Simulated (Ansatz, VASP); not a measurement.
**SiC (Moissanite 3C) in VASP and in Ansatz**

```
Si C
1.0
     0.00000    2.20707    2.20707
     2.20707    0.00000    2.20707
     2.20707    2.20707    0.00000
Si C
1 1
Direct
  0.00000 0.00000 0.00000
  0.25000 0.25000 0.25000
```

Alike in both runs: task single point; functional PBEsol; k mesh 18 × 18 × 18; occupations gaussian, width 0.05 eV; no spin polarisation.

|  | VASP | Ansatz |
| --- | --- | --- |
| version | VASP 6.6.1 | Ansatz 0.2.0 |
| potentials or method | VASP PAW PBE potentials, release 64 (Si, C) | scalar-relativistic, plane waves, PAW |
| plane-wave cutoff (eV) | 520 | 420 |
| valence electrons in the cell | 8 | 8 |

```csv
,VASP,Ansatz,Ansatz less VASP
gap on the k mesh at the Fermi level (eV),1.27,1.28,+0.009
least direct gap on the mesh (eV),4.40,4.41,+0.009
pressure (GPa),-7.7,-8.1,-0.32
```

Caveats: the PAW data sets were made with another functional, which shifts forces and pressure a little (VASP). Expect the measured gap to be larger: semilocal functionals such as PBEsol lack the derivative discontinuity. A k mesh can miss the band edges.
